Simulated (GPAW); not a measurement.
NiO: changing the Hubbard U on Ni d

```xyz
2
Lattice="0.0000 2.0859 2.0859 2.0859 0.0000 2.0859 2.0859 2.0859 0.0000" Properties=species:S:1:pos:R:3 pbc="T T T"
Ni    0.0000    0.0000    0.0000
O     2.0859    2.0859    2.0859
```

Kept alike: task band structure; functional r2SCAN; k mesh 8 × 8 × 8; occupations fermi-dirac, width 0.05 eV; collinear spin, ferromagnetic start. Program: GPAW, GPAW PAW data sets (gpaw-data 1.2.1), cutoff 800 eV. The mesh is that of the run's cell of 2 atoms. No spin-orbit coupling.

```csv
"Hubbard U on Ni d, U (eV)",band gap (eV),pressure (GPa),largest site moment (μB)
0,0.720,8.38,1.71
1,1.355,8.74,1.74
2,1.986,9.15,1.76
3,2.557,9.60,1.79
4,2.721,10.07,1.81
5,2.868,10.54,1.83
6,3.000,11.00,1.85
8,3.231,11.82,1.88
```

Pressure is positive in compression; the values hold the error of the finite cutoff, so their zero can differ a little from the energy's minimum. The measured crystal is an antiferromagnetic insulator; a metallic or parallel state is the runs' own. How U acts hangs on the program's projectors. The runs hold the magnetic state that their start led to, which needn't be the lowest. Gaps are the smaller of the mesh's and the band path's. Site moments count inside each atom's sphere or projector. All rows use potentials made for PBE.

The band gap rises from 0.720 to 3.231 eV between 0 and 8 eV. U pushes filled shell states down and empty ones up. Its step between 0 and 1 is the steepest for its width, which can mark a change of electronic state. The pressure rises from 8.38 to 11.82 GPa between 0 and 8 eV. U localises the shell and weakens its bonds, so the cell pushes outwards. The largest site moment rises from 1.71 to 1.88 μB between 0 and 8 eV. U favours whole occupations of the shell, which as a rule raises the local moment.
